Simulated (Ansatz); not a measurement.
**KF (Carobbiite) in Ansatz: the effect of functional**

Crystal: KF (Carobbiite).

```
K F
1.0
     0.00000    2.65392    2.65392
     2.65392    0.00000    2.65392
     2.65392    2.65392    0.00000
K F
1 1
Direct
  0.00000 0.00000 0.00000
  0.50000 0.50000 0.50000
```

The cell isn't the ideal one: volume scaled by 0.98.

Alike in all runs:

| Item | Value |
| --- | --- |
| Program | Ansatz 0.2.0 |
| Task | single point |
| Potentials or basis | Ansatz PAW |
| k mesh | 9 × 9 × 9 |
| Occupations | fermi-dirac, width 0.05 eV |
| Spin | no spin polarisation |

| functional | cutoff | gap on the mesh (eV) | pressure (GPa) |
| --- | --- | --- | --- |
| LDA | 420 eV (not typed: the program's choice for these potentials) | ? | ? |
| PBEsol | 420 eV (not typed: the program's choice for these potentials) | 6.15 | 0.0 |
| r2SCAN | 500 eV (not typed: the program's choice for these potentials) | 6.94 | 0.2 |

Problem. What does the run with functional LDA give?

Solution. gap on the mesh 5.91 eV; pressure -3.0 GPa.

Caveats: odd divisions of the mesh miss points on the zone boundary, where band edges often lie, so the gap on the mesh can be too wide; the PAW data sets come from PBE, with cores solved anew for the run's functional, which leaves a small shift of forces and pressure.

A k mesh can miss the band edges.
